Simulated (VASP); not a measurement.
A VASP 6.6.1 single-point calculation on BeTe

INCAR

```
LASPH = .TRUE.
GGA = PE
PREC = Accurate
LWAVE = .FALSE.
IBRION = -1
SIGMA = 0.01
NBANDS = 11
LREAL = .TRUE.
ISMEAR = 2
ENCUT = 520
EDIFF = 1E-7
ISIF = 2
NELM = 120
LCHARG = .FALSE.
NSW = 0
```

KPOINTS

```
KPOINTS created by Atomic Simulation Environment
0
Gamma
8 8 8
0 0 0
```

POSCAR

```
Be Te
 1.0000000000000000
     0.0000000000000000    2.8569098617000002    2.8069998381999999
     2.8569098617000002    0.0000000000000000    2.8069998381999999
     2.8569098617000002    2.8569098617000002    0.0000000000000000
 Be  Te
   1   1
Cartesian
  0.0000000000000000  0.0000000000000000  0.0000000000000000
  1.4284549308499999  1.4284549308499999  1.4034999190999997
```

The recommended PBE PAW datasets give the neutral cell 8 valence electrons.

Command

```
mpirun -np 1 vasp_std
```

Predict the outcome of this run.

It converged. Results: gap between bands v and c on the k mesh 1.90 eV; least direct gap on the k mesh 3.55 eV; pressure -0.4 GPa. Band v is the last that the valence electrons fill when counted band by band, and c is the next.

OSZICAR

```
N       E                     dE             d eps       ncg     rms          rms(c)
DAV:   1     0.191184334135E+02    0.19118E+02   -0.32822E+03  1298   0.581E+02
DAV:   2    -0.660020823106E+01   -0.25719E+02   -0.24674E+02  1754   0.923E+01
DAV:   3    -0.772367560992E+01   -0.11235E+01   -0.11215E+01  1667   0.200E+01
DAV:   4    -0.773606227055E+01   -0.12387E-01   -0.12385E-01  1557   0.243E+00
DAV:   5    -0.773631440223E+01   -0.25213E-03   -0.25213E-03  1692   0.337E-01    0.396E+00
DAV:   6    -0.764839407773E+01    0.87920E-01   -0.10096E-01  1520   0.127E+00    0.239E+00
DAV:   7    -0.762145925621E+01    0.26935E-01   -0.91326E-02  1536   0.132E+00    0.434E-01
DAV:   8    -0.762218228780E+01   -0.72303E-03   -0.56933E-03  1487   0.430E-01    0.730E-02
DAV:   9    -0.762242813517E+01   -0.24585E-03   -0.30713E-04  1551   0.103E-01    0.284E-02
DAV:  10    -0.762249087347E+01   -0.62738E-04   -0.77548E-05  1450   0.453E-02    0.147E-02
DAV:  11    -0.762249322749E+01   -0.23540E-05   -0.24164E-06  1699   0.922E-03    0.994E-03
DAV:  12    -0.762249547158E+01   -0.22441E-05   -0.48088E-06  1403   0.125E-02    0.597E-03
DAV:  13    -0.762249552903E+01   -0.57449E-07   -0.33475E-08  1587   0.134E-03
   1 F= -.76224955E+01 E0= -.76224955E+01  d E =-.298359E-20
```

Standard output (part)

```
POSCAR found type information on POSCAR BeTe
 POSCAR found :  2 types and       2 ions
|     You have a (more or less) 'small supercell' and for smaller cells       |
|     it is recommended to use the reciprocal-space projection scheme!        |
|     The real-space optimization is not efficient for small cells and it     |
|     is also less accurate ...                                               |
|     Therefore, set LREAL=.FALSE. in the INCAR file.                         |
|     The real-space projection scheme for the treatment of the non-local     |
|     real-space optimization of all non-local projectors! BE WARNED that     |
|     a calculation using the real-space projection scheme together with      |
|     non-local projectors which were not real-space optimized (according     |
|     to the plane-wave cutoff used in this calculation) might give more      |
|     or less inaccurate results. I hope you know what you are doing.         |
 LDA part: xc-table for (Slater+PW92), standard interpolation
 POSCAR, INCAR and KPOINTS ok, starting setup
 WAVECAR not read
 entering main loop
```

For comparison, a separate PBE run of the intended cell, on usual settings and not on those above, gives a gap of 1.90 eV on its mesh and a pressure of -0.4 GPa.
